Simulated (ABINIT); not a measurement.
**Sb: relaxation of cell and atoms with LDA**

Crystal: Sb.

```
Sb
1.0
     3.35453    0.00000    0.00000
    -1.67727    2.90511    0.00000
     0.00000    0.00000    5.47016
Sb
2
Direct
  0.66667 0.33333 0.75000
  0.33333 0.66667 0.25000
```

This isn't the form of Sb at room conditions, which is rhombohedral.

| Item | Value |
| --- | --- |
| Program | ABINIT 10.8.3 (patched build) |
| Task | relaxation of cell and atoms |
| Functional | LDA |
| Potentials or basis | JTH PAW PBE v2.0 |
| Cutoff | 517 eV |
| k mesh | 9 × 9 × 5 |
| Occupations | fermi-dirac, width 0.05 eV |
| Spin | no spin polarisation |
| Cell freedom (optcell) | 2 |
| Cutoff smearing ecutsm (Ha) | 0.5 |
| Optimiser (ionmov) | 2 |
| Force stop (Ha/bohr) | 0.0001 |
| Fine-grid cutoff | 1034.03 eV |

| Item | Value |
| --- | --- |
| Relaxed volume | 25.64 Å³/atom |
| Relaxed cell | a = 3.347 Å, b = 3.347 Å, c = 5.285 Å, α = 90.00°, β = 90.00°, γ = 120.00° |
| Space group after relaxing (to 0.05 Å) | P6_3/mmc (No. 194) |
| Energy gained by relaxing | 9.6 meV/atom |
| Ionic steps | 29 |
| Pressure after relaxing | 0.0 GPa |
| Band gap on the k mesh | none (metal or under the smearing width) |
| Valence electrons inside the program's atomic spheres | Sb 12.41 (radii [1.2705] Å) |

Step by step:
```csv
step,energy change (eV),largest force (eV/Å),pressure (GPa),volume (Å³)
1,0.0000,0.0000,-2.61,53.31
2,-0.0063,0.0000,-2.13,52.88
3,-0.0182,0.0000,0.12,51.07
4,-0.0182,0.0000,0.00,51.16
5,-0.0182,0.0000,0.00,51.16
6,0.0187,0.0000,1.55,50.36
7,-0.0183,0.0000,0.02,51.15
8,-0.0183,0.0000,0.02,51.16
9,-0.0159,0.0000,0.11,51.06
10,-0.0184,0.0000,0.01,51.17
11,-0.0186,0.0000,0.02,51.19
12,-0.0180,0.0000,0.01,51.13
13,-0.0168,0.0000,0.17,51.46
14,-0.0190,0.0000,-0.03,51.26
15,-0.0193,0.0000,-0.03,51.30
16,-0.0193,0.0000,0.00,51.29
17,-0.0192,0.0000,0.10,51.21
18,-0.0194,0.0000,-0.12,51.41
19,0.0137,0.0000,-0.94,54.01
20,-0.0193,0.0000,-0.02,51.33
21,-0.0193,0.0000,0.07,51.24
22,-0.0191,0.0000,0.20,51.10
23,-0.0193,0.0000,0.01,51.29
24,-0.0196,0.0000,-0.14,51.46
25,-0.0183,0.0000,0.25,51.00
26,-0.0146,0.0000,-0.38,51.89
27,-0.0191,0.0000,0.12,51.15
28,-0.0192,0.0000,0.03,51.25
29,-0.0193,0.0000,0.01,51.27
```

Final structure:
```
Sb
1.0
     3.34697    0.00000    0.00000
    -1.67348    2.89856    0.00000
     0.00000    0.00000    5.28514
Sb
2
Cartesian
  1.6735 0.9662 3.9639
  0.0000 1.9324 1.3213
```

Levels at points of the mesh, in eV from the Fermi level:
```tsv
k point	band 11	band 12	band 13	band 14	band 15	band 16	band 17	band 18	band 19
(0.00, 0.00, 0.00)	-13.31	-8.97	-5.99	3.39	3.39	5.23	5.23	6.20	7.76
```

It took 20 min on 1 thread of Arm Neoverse V1 (shared host), peak memory 0.13 GiB.

Caveat: the PAW data sets were made with another functional, which shifts forces and pressure a little. The run has no spin-orbit coupling, so splittings on Sb are missing.
